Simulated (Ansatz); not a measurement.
# CdS: pressure against volume per atom

All results are calculated (Ansatz 0.2.0). Periodic Kohn-Sham DFT of a crystal at fixed atoms; pressure and stress are positive in compression; the energy is the free energy less that of spherical unpolarised free atoms; site moments are those in the method's own spheres, positive along +z.

Cell of the first row (space group F-43m, No. 216):
```
cell vectors (Å)
   0.0000     2.8829     2.8829
   2.8829     0.0000     2.8829
   2.8829     2.8829     0.0000
atoms (fractions of the cell vectors)
Cd  0.00000  0.00000  0.00000
S   0.75000  0.75000  0.75000
```

Settings of every row: method all-electron PAW; functional PBE; relativity scalar; k mesh 7x7x7; filling fermi-dirac; smearing width 0.02 eV; nucleus gaussian.

Atom start moment: 0 on all atoms.

```
row  volume per atom (Å³)  pressure (GPa)
  1                 23.96           5.368
  2                24.979           2.432
  3                25.234               ?
  4                25.744           0.617
  5                25.999           0.075
  6                27.018          -1.818
```

Question: what pressure should row 3 give?

Worked fit of pressure. Take u = (V_r/V)^(2/3) − 1 with V_r = 25.744 Å³ an atom, which is twice the finite (Eulerian) strain; such expansions in the strain, on which the Birch-Murnaghan equation of state is built, carry the rest volume and the bulk modulus. The shown rows have u = 0.04904, 0.02031, 0, -0.00655, -0.03169. Least squares give pressure = 0.6152 + 84.64 × u + 249.72 × u² GPa; a straight line predicts inner rows, each left out in turn, worse (root mean square 0.19 against 0.0061 GPa). The rows lie off it by 0.001, -0.005, 0.002, 0.003, -0.002 (root mean square 0.0029 GPa). The pressure vanishes at u = -0.0074, or V = 26.03 Å³ an atom, and there the bulk modulus at fixed shape and fractions is B = −V dP/dV = (2/3)(1 + u) dP/du = 53.6 GPa. The withheld row has u = 0.01343, so the fit gives 0.6152 + 84.64 × (0.01343) + 249.72 × (0.01343)² = 1.797 GPa.

The calculation gave 1.794 GPa. The fit lies 0.003 GPa (0.042 % of the column's range) above it; its largest miss of a shown row is 0.005 GPa.
